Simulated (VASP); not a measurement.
## NiO: equation of state with PBE

NiO:

```xyz
2
Lattice="0.0000 2.0913 2.0913 2.0913 0.0000 2.0913 2.0913 2.0913 0.0000" Properties=species:S:1:pos:R:3 pbc="T T T"
Ni    0.0000    0.0000    0.0000
O     2.0913    2.0913    2.0913
```

* Program: VASP 6.6.1
* Task: equation of state
* Functional: PBE
* Potentials or basis: VASP PAW PBE potentials, release 64 (Ni, O)
* Cutoff: 520 eV
* k mesh: 11 × 11 × 11
* Occupations: fermi-dirac, width 0.05 eV
* Spin: collinear spin, ferromagnetic start
* Starting moments: [1.0, 0.0] μB
* Further INCAR settings: ALGO = Normal; EDIFF = 1e-07; NBANDS = 19

| Item | Value |
| --- | --- |
| Equilibrium volume | 9.36 Å³/atom |
| Bulk modulus | 163 GPa |
| Pressure derivative of the bulk modulus | 3.9 (rough: it moves with the points fitted) |

Energy against volume, from the lowest point:
```tsv
volume (Å³/atom)	energy (meV/atom)
8.598	36.28
8.781	20.13
8.964	9.14
9.146	2.59
9.329	0.00
9.512	1.15
9.695	5.79
```

All runs of the series together: 3.6 min on 1 thread of Intel(R) Xeon(R) Platinum 8488C (Sapphire Rapids), with other jobs on the host.

PBE usually gives volumes a little too large and moduli too small. Zero-point motion and thermal expansion aren't in these numbers.
